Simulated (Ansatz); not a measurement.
Crystal: CdSe (Cadmoselite).

```
Cd Se
1.0
     4.30000    0.00000    0.00000
    -2.15000    3.72391    0.00000
     0.00000    0.00000    7.02000
Cd Se
2 2
Direct
  0.66667 0.33333 0.50000
  0.33333 0.66667 0.00000
  0.66667 0.33333 0.88500
  0.33333 0.66667 0.38500
```

```yaml
Program: Ansatz 0.2.0
Task: relaxation of cell and atoms
Functional: PBEsol
Dispersion: D3(BJ)
Potentials_or_basis: Ansatz PAW
Cutoff: "420 eV (not typed: the program's choice for these potentials)"
k_mesh: 7 × 7 × 4
Occupations: fermi-dirac, width 0.05 eV
Spin: no spin polarisation
```

At the start: volume 28.10 Å³/atom.

Q: Where does the relaxation end?

A: It ends after 5 steps and the volume is 27.25 Å³/atom (-3.0 %); space group P6_3mc (No. 186, to 0.05 Å).

Step by step:
| step | energy change (eV) | largest force (eV/Å) | volume (Å³) |
| --- | --- | --- | --- |
| 1 | 0.0000 | 0.2652 | 112.41 |
| 2 | -0.0308 | 0.0664 | 107.39 |
| 3 | -0.0366 | 0.0278 | 109.13 |
| 4 | -0.0368 | 0.0006 | 108.99 |
| 5 | -0.0363 | 0.0006 | 108.99 |

Final structure:
```
Cd Se
1.0
     4.25524    0.00000    0.00000
    -2.12762    3.68515    0.00000
     0.00000    0.00000    6.95063
Cd Se
2 2
Direct
  0.66667 0.33333 0.50480
  0.33333 0.66667 0.00480
  0.66667 0.33333 0.88020
  0.33333 0.66667 0.38020
```

Caveat: the plane-wave basis is chosen anew once the cell has moved, so the energies of steps on either side of that aren't comparable; the PAW data sets come from PBE, with cores solved anew for the run's functional, which leaves a small shift of forces and pressure.
